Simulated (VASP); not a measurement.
# BN (Qingsongite): single point with r2SCAN

**Experimental background.**

From a printed reference work, monograph, for a bulk crystal of BN at 300 K: band gap 6.4 eV (indirect).

BN (Qingsongite):

```
B N
1.0
     0.00000    1.80442    1.80442
     1.80442    0.00000    1.80442
     1.80442    1.80442    0.00000
B N
1 1
Cartesian
  0.0000 0.0000 0.0000
  0.9022 0.9022 0.9022
```

```
Program                : VASP 6.6.1
Task                   : single point
Functional             : r2SCAN
Potentials or basis    : VASP PAW PBE potentials, release 64 (B, N)
Cutoff                 : 520 eV
k mesh                 : 12 × 12 × 12
Occupations            : fermi-dirac, width 0.02 eV
Spin                   : no spin polarisation
Dipole correction      : no
Further INCAR settings : ALGO = Normal; EDIFF = 1e-07; NBANDS = 11
```

| Item | Value |
| --- | --- |
| Pressure | 1.4 GPa |
| Band gap on the k mesh | 4.98 eV, indirect (least direct gap 9.55 eV) |

Levels at points of the mesh, in eV from the valence-band top:
```
           k point  band 1  band 2  band 3  band 4  band 5  band 6  band 7  band 8
(0.00, 0.00, 0.00)  -21.35    0.00    0.00    0.00    9.55    9.55    9.55   11.15
(0.50, 0.00, 0.00)  -17.03  -11.13   -2.03   -2.03   10.86   11.50   11.50   16.46
(0.50, 0.50, 0.00)  -15.60   -9.35   -5.12   -5.12    4.98    9.85   19.34   19.34
```

It took 57 s on 1 thread of AMD EPYC 7R43 64-Core Processor (Zen 3) (shared host), peak memory 0.09 GiB.

Measured gap of BN: 6.4 eV (indirect; 300 K; a printed reference work, monograph). This calculation gives 4.98 eV (-1.42 eV). The value is that of r2SCAN on a finite k mesh, which can miss the band edges, without temperature or zero-point motion.

Caveat: the PAW data sets were made with another functional, which shifts forces and pressure a little.
